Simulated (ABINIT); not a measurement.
# CoO (Fm-3m) in ABINIT: a series of runs

One crystal, CoO, is run at these levels: PBE; tasks: relaxation of cell and atoms, single point.

Everything below comes from runs of ABINIT 10.8.3 (patched build). Logs are shortened: lines on timing, memory, paths and dates and some standing lists are left out, and cuts for length are marked. The log counts tension as positive stress, the text compression.

**1. The structure**

It takes space group Fm-3m (No. 225, cubic). Conventional cell: a = 4.263 Å, b = 4.263 Å, c = 4.263 Å, α = 90.00°, β = 90.00°, γ = 90.00°. Co (site symmetry m-3m) has 6 O at 2.13 Å as nearest neighbours. O (site symmetry m-3m) has 6 Co at 2.13 Å as nearest neighbours.

**2. Relaxation of cell and atoms, PBE, collinear spin, ferromagnetic start**

Input file run.abi:

```
pp_dirpath "./"
pseudos "Co.upf, O.upf"

acell 3*1.0 Angstrom
rprim
     0.0000000000     2.1315000000     2.1315000000
     2.1315000000     0.0000000000     2.1315000000
     2.1315000000     2.1315000000     0.0000000000
ntypat 2
znucl 27 8
natom 2
typat 1 2
chkprim 0
chksymtnons 0
tolsym 1.0e-6
xred
            0.0            0.0            0.0
            1/2            1/2            1/2

ecut 48.0
ecutsm 0.5

kptopt 1
ngkpt 8 8 8
nshiftk 1
shiftk 0.0 0.0 0.0

ixc 11

nband 16
occopt 3
tsmear 0.00183747

nsppol 2
spinat
     0.0000000000     0.0000000000     2.0000000000
     0.0000000000     0.0000000000     0.0000000000

nstep 80
tolvrs 1.0e-12

iomode 3
prteig 0
prtebands 0
prtwf 0
prtden 0

ionmov 2
optcell 2
ntime 50
tolmxf 2.0e-5
dilatmx 1.08
```

Potentials or basis: PseudoDojo NC SR PBE v0.4.1 standard.

Launch:

```bash
$ abinit run.abi > log 2>&1
```

run.abo:

```text
.Version 10.8.3 of ABINIT
 Symmetries : space group Fm -3 m (#225); Bravais cF (face-center cubic)
================================================================================
 Values of the parameters that define the memory need of the present run
     intxc =       0    ionmov =       2      iscf =       7    lmnmax =       6
     lnmax =       6     mgfft =      40  mpssoang =       3    mqgrid =    3001
     natom =       2  nloc_mem =       1    nspden =       2   nspinor =       1
    nsppol =       2      nsym =      48    n1xccc =    2501    ntypat =       2
    occopt =       3   xclevel =       2
       mpw =        2655          nfft =       64000          nkpt =          29
================================================================================
================================================================================

--------------------------------------------------------------------------------
------------- Echo of variables that govern the present computation ------------
--------------------------------------------------------------------------------
 -outvars: echo values of preprocessed input variables --------
            acell      1.8897261259E+00  1.8897261259E+00  1.8897261259E+00 Bohr
              amu      5.89332000E+01  1.59994000E+01
          chkprim           0
      chksymtnons           0
          dilatmx      1.08000000E+00
             ecut      4.80000000E+01 Hartree
           ecutsm      5.00000000E-01 Hartree
           ionmov           2
              ixc          11
         kptrlatt        8    0    0      0    8    0      0    0    8
          kptrlen      4.55710661E+01
            natom           2
            nband          16
            ngfft          40      40      40
             nkpt          29
           nspden           2
           nsppol           2
            nstep          80
             nsym          48
            ntime          50
           ntypat           2
           occopt           3
          optcell           2
           prtden           0
        prtebands           0
           prteig           0
            prtwf           0
            rprim      0.0000000000E+00  2.1315000000E+00  2.1315000000E+00
                       2.1315000000E+00  0.0000000000E+00  2.1315000000E+00
                       2.1315000000E+00  2.1315000000E+00  0.0000000000E+00
          spgroup         225
           spinat      0.0000000000E+00  0.0000000000E+00  2.0000000000E+00
                       0.0000000000E+00  0.0000000000E+00  0.0000000000E+00
           tolmxf      2.00000000E-05
           tolsym      1.00000000E-06
           tolvrs      1.00000000E-12
           tsmear      1.83747000E-03 Hartree
            typat      1  2
           xangst      0.0000000000E+00  0.0000000000E+00  0.0000000000E+00
                       2.1315000000E+00  2.1315000000E+00  2.1315000000E+00
            xcart      0.0000000000E+00  0.0000000000E+00  0.0000000000E+00
                       4.0279512374E+00  4.0279512374E+00  4.0279512374E+00
[... 386 lines left out ...]
    1      -0.000000000000      0.000000000000      0.000000000000
    2       0.000000000000      0.000000000000      0.000000000000

 cartesian coordinates (angstrom) at end:
    1      0.00000000000000     0.00000000000000     0.00000000000000
    2      2.12356253395990     2.12356253395990     2.12356253395990

 cartesian forces (hartree/bohr) at end:
    1     -0.00000000000000     0.00000000000000     0.00000000000000
    2      0.00000000000000    -0.00000000000000    -0.00000000000000
 frms,max,avg= 1.3105248E-31 1.3105248E-31   0.000E+00  0.000E+00  0.000E+00 h/b

 cartesian forces (eV/Angstrom) at end:
    1     -0.00000000000000     0.00000000000000     0.00000000000000
    2      0.00000000000000    -0.00000000000000    -0.00000000000000
 frms,max,avg= 6.7389896E-30 6.7389896E-30   0.000E+00  0.000E+00  0.000E+00 e/A
 length scales=  5.675170578465  5.675170578465  5.675170578465 bohr
              =  3.003170936073  3.003170936073  3.003170936073 angstroms
 Fermi (or HOMO) energy (hartree) =   0.33461   Average Vxc (hartree)=  -0.47463
 Magnetization (Bohr magneton)=  2.97168147E+00
 Total spin up =  1.29858407E+01   Total spin down =  1.00141593E+01
 Eigenvalues (hartree) for nkpt=  29  k points, SPIN UP:
 kpt#   1, nband= 16, wtk=  0.00195, kpt=  0.0000  0.0000  0.0000 (reduced coord)
  -3.22240   -1.87542   -1.87542   -1.87542   -0.41176    0.20748    0.20748    0.21506
   0.21506    0.21506    0.21614    0.21614    0.21614    0.37103    0.95175    0.99867
      occupation numbers for kpt#   1
   1.00000    1.00000    1.00000    1.00000    1.00000    1.00000    1.00000    1.00000
   1.00000    1.00000    1.00000    1.00000    1.00000    0.00000    0.00000    0.00000
 prteigrs : prtvol=0 or 1, do not print more k-points.

 Eigenvalues (hartree) for nkpt=  29  k points, SPIN DOWN:
 kpt#   1, nband= 16, wtk=  0.00195, kpt=  0.0000  0.0000  0.0000 (reduced coord)
  -3.12548   -1.77259   -1.77259   -1.77259   -0.39210    0.23786    0.23786    0.23786
   0.29381    0.29381    0.29381    0.33587    0.33587    0.38952    0.94690    1.01704
      occupation numbers for kpt#   1
   1.00000    1.00000    1.00000    1.00000    1.00000    1.00000    1.00000    1.00000
   1.00000    1.00000    1.00000    0.33471    0.33471    0.00000    0.00000    0.00000
 prteigrs : prtvol=0 or 1, do not print more k-points.

--- !EnergyTerms
iteration_state     : {dtset: 1, itime: 3, icycle: 1, }
comment             : Components of total free energy in Hartree
kinetic             :  7.93273714494986E+01
hartree             :  4.54425464881852E+01
xc                  : -3.22406122171470E+01
Ewald energy        : -1.06678690219898E+02
psp_core            :  4.43844421128465E+00
local_psp           : -1.38100770291209E+02
non_local_psp       : -2.17206296848699E+01
internal            : -1.69532340264156E+02
'-kT*entropy'       : -1.21759323033866E-03
total_energy        : -1.69533557857386E+02
total_energy_eV     : -4.61324312451270E+03
band_energy         : -1.53344972531958E+01
...

 Cartesian components of stress tensor (hartree/bohr^3)
  sigma(1 1)=  7.73860443E-08  sigma(3 2)=  0.00000000E+00
  sigma(2 2)=  7.73860443E-08  sigma(3 1)=  0.00000000E+00
  sigma(3 3)=  7.73860443E-08  sigma(2 1)=  0.00000000E+00

-Cartesian components of stress tensor (GPa)         [Pressure= -2.2768E-03 GPa]
- sigma(1 1)=  2.27677603E-03  sigma(3 2)=  0.00000000E+00
- sigma(2 2)=  2.27677603E-03  sigma(3 1)=  0.00000000E+00
- sigma(3 3)=  2.27677603E-03  sigma(2 1)=  0.00000000E+00

== END DATASET(S) ==============================================================
================================================================================

 -outvars: echo values of variables after computation  --------
            acell      5.6751705785E+00  5.6751705785E+00  5.6751705785E+00 Bohr
           etotal     -1.6953355786E+02
            fcart     -1.3105248269E-31  1.3105248269E-31  1.3105248269E-31
                       1.3105248269E-31 -1.3105248269E-31 -1.3105248269E-31
            rprim      0.0000000000E+00  7.0710678119E-01  7.0710678119E-01
                       7.0710678119E-01  0.0000000000E+00  7.0710678119E-01
                       7.0710678119E-01  7.0710678119E-01  0.0000000000E+00
           strten      7.7386044316E-08  7.7386044323E-08  7.7386044309E-08
                       0.0000000000E+00  0.0000000000E+00  0.0000000000E+00
           xangst      0.0000000000E+00  0.0000000000E+00  0.0000000000E+00
                       2.1235625340E+00  2.1235625340E+00  2.1235625340E+00
             xred      0.0000000000E+00  0.0000000000E+00  0.0000000000E+00
                       5.0000000000E-01  5.0000000000E-01  5.0000000000E-01
 Calculation completed.
```

Wall time 5.3 min (1 thread of Arm Neoverse V1, shared host); peak memory 0.12 GiB.

Results:

```
Free energy                            : -4613.2431 eV
Relaxed volume                         : 9.58 Å³/atom
Relaxed cell                           : a = 3.003 Å, b = 3.003 Å, c = 3.003 Å, α = 60.00°, β = 60.00°, γ = 60.00°
Space group after relaxing (to 0.05 Å) : Fm-3m (No. 225)
Energy gained by relaxing              : 0.7 meV/atom
Ionic steps                            : 3
Pressure after relaxing                : 0.0 GPa
Band gap on the k mesh                 : none (metal or under the smearing width)
Net moment                             : 2.97 μB per cell
Site moments                           : Co +2.58; O +0.35 μB
```

Step by step:
| step | energy change (eV) | largest force (eV/Å) | pressure (GPa) | volume (Å³) |
| --- | --- | --- | --- | --- |
| 1 | 0.0000 | 0.0000 | -1.98 | 19.37 |
| 2 | -0.0011 | 0.0000 | -0.91 | 19.25 |
| 3 | -0.0013 | 0.0000 | 0.00 | 19.15 |

Final structure:
```xyz
2
Lattice="0.0000 2.1236 2.1236 2.1236 0.0000 2.1236 2.1236 2.1236 0.0000" Properties=species:S:1:pos:R:3 pbc="T T T"
Co    0.0000    0.0000    0.0000
O     2.1236    2.1236    2.1236
```

Caveat: a cell with one magnetic atom can't hold antiferromagnetic order, which such compounds often take; semilocal functionals often make such compounds metallic where correlation or magnetic order opens a gap, which also shifts bond lengths.

**3. Single point, PBE, collinear spin, ferromagnetic start (cell relaxed)**

Input file run.abi:

```
# Pseudopotentials
pp_dirpath "./"
pseudos "Co.upf, O.upf"

# Structure
acell 3*1.0
rprim
     0.0000000000     4.0129516091     4.0129516091
     4.0129516091     0.0000000000     4.0129516091
     4.0129516091     4.0129516091     0.0000000000
ntypat 2
znucl 27 8
natom 2
typat 1 2
xcart
     0.0000000000     0.0000000000     0.0000000000
     4.0129516091     4.0129516091     4.0129516091
chkprim 0
chksymtnons 0
tolsym 1.0e-6

# Plane-wave basis
ecut 48.0

# k points
kptopt 1
ngkpt 8 8 8
nshiftk 1
shiftk 0.0 0.0 0.0

# Exchange and correlation
ixc 11

# Bands and occupations
nband 16
occopt 3
tsmear 0.00183747

# Spin
nsppol 2
spinat
     0.0000000000     0.0000000000     2.0000000000
     0.0000000000     0.0000000000     0.0000000000

# SCF cycle
nstep 100
tolvrs 1.0e-10

# Output
iomode 3
prtwf 0
prtden 0
prteig 0
prtebands 0
enunit 1
```

Potentials or basis: PseudoDojo NC SR PBE v0.4.1 standard.

Launch:

```bash
$ abinit run.abi > log 2>&1
```

run.abo:

```text
.Version 10.8.3 of ABINIT
 Symmetries : space group Fm -3 m (#225); Bravais cF (face-center cubic)
================================================================================
 Values of the parameters that define the memory need of the present run
     intxc =       0    ionmov =       0      iscf =       7    lmnmax =       6
     lnmax =       6     mgfft =      36  mpssoang =       3    mqgrid =    3001
     natom =       2  nloc_mem =       1    nspden =       2   nspinor =       1
    nsppol =       2      nsym =      48    n1xccc =    2501    ntypat =       2
    occopt =       3   xclevel =       2
       mpw =        2068          nfft =       46656          nkpt =          29
================================================================================
================================================================================

--------------------------------------------------------------------------------
------------- Echo of variables that govern the present computation ------------
--------------------------------------------------------------------------------
 -outvars: echo values of preprocessed input variables --------
            acell      1.0000000000E+00  1.0000000000E+00  1.0000000000E+00 Bohr
              amu      5.89332000E+01  1.59994000E+01
          chkprim           0
      chksymtnons           0
             ecut      4.80000000E+01 Hartree
           enunit           1
              ixc          11
         kptrlatt        8    0    0      0    8    0      0    0    8
          kptrlen      4.54013647E+01
            natom           2
            nband          16
            ngfft          36      36      36
[... 184 lines left out ...]
kinetic             :  7.93273811042276E+01
hartree             :  4.54425472938074E+01
xc                  : -3.22406174350984E+01
Ewald energy        : -1.06678689989231E+02
psp_core            :  4.43844418249344E+00
local_psp           : -1.38100775944012E+02
non_local_psp       : -2.17206316853744E+01
internal            : -1.69532342473188E+02
'-kT*entropy'       : -1.21759553391878E-03
total_energy        : -1.69533560068722E+02
total_energy_eV     : -4.61324318468620E+03
band_energy         : -1.53344958090011E+01
...

 Cartesian components of stress tensor (hartree/bohr^3)
  sigma(1 1)=  2.07124731E-06  sigma(3 2)=  0.00000000E+00
  sigma(2 2)=  2.07124731E-06  sigma(3 1)=  0.00000000E+00
  sigma(3 3)=  2.07124731E-06  sigma(2 1)=  0.00000000E+00

-Cartesian components of stress tensor (GPa)         [Pressure= -6.0938E-02 GPa]
- sigma(1 1)=  6.09381996E-02  sigma(3 2)=  0.00000000E+00
- sigma(2 2)=  6.09381996E-02  sigma(3 1)=  0.00000000E+00
- sigma(3 3)=  6.09381996E-02  sigma(2 1)=  0.00000000E+00

== END DATASET(S) ==============================================================
================================================================================

 -outvars: echo values of variables after computation  --------
            acell      1.0000000000E+00  1.0000000000E+00  1.0000000000E+00 Bohr
           etotal     -1.6953356007E+02
            fcart     -1.8347347537E-30  7.8631489444E-31  2.6210496481E-31
                       1.8347347537E-30 -7.8631489444E-31 -2.6210496481E-31
            rprim      0.0000000000E+00  4.0129516091E+00  4.0129516091E+00
                       4.0129516091E+00  0.0000000000E+00  4.0129516091E+00
                       4.0129516091E+00  4.0129516091E+00  0.0000000000E+00
           strten      2.0712473058E-06  2.0712473058E-06  2.0712473058E-06
                       0.0000000000E+00  0.0000000000E+00  0.0000000000E+00
           xangst      0.0000000000E+00  0.0000000000E+00  0.0000000000E+00
                       2.1235625386E+00  2.1235625386E+00  2.1235625386E+00
             xred      0.0000000000E+00  0.0000000000E+00  0.0000000000E+00
                       5.0000000000E-01  5.0000000000E-01  5.0000000000E-01
 Calculation completed.
```

Run time: 82 s. Hardware: 1 thread of Arm Neoverse V1, shared host; peak memory 0.1 GiB.

What came out:

| Property | Result |
| --- | --- |
| Free energy | -4613.2432 eV |
| Pressure | -0.1 GPa |
| Band gap on the k mesh | none (metal or under the smearing width) |
| Net moment | 2.97 μB per cell |
| Site moments | Co +2.58; O +0.35 μB |
| Valence electrons inside the program's atomic spheres | Co 15.02; O 6.21 |

Caveat: a cell with one magnetic atom can't hold antiferromagnetic order, which such compounds often take; semilocal functionals often make such compounds metallic where correlation or magnetic order opens a gap, which also shifts bond lengths.
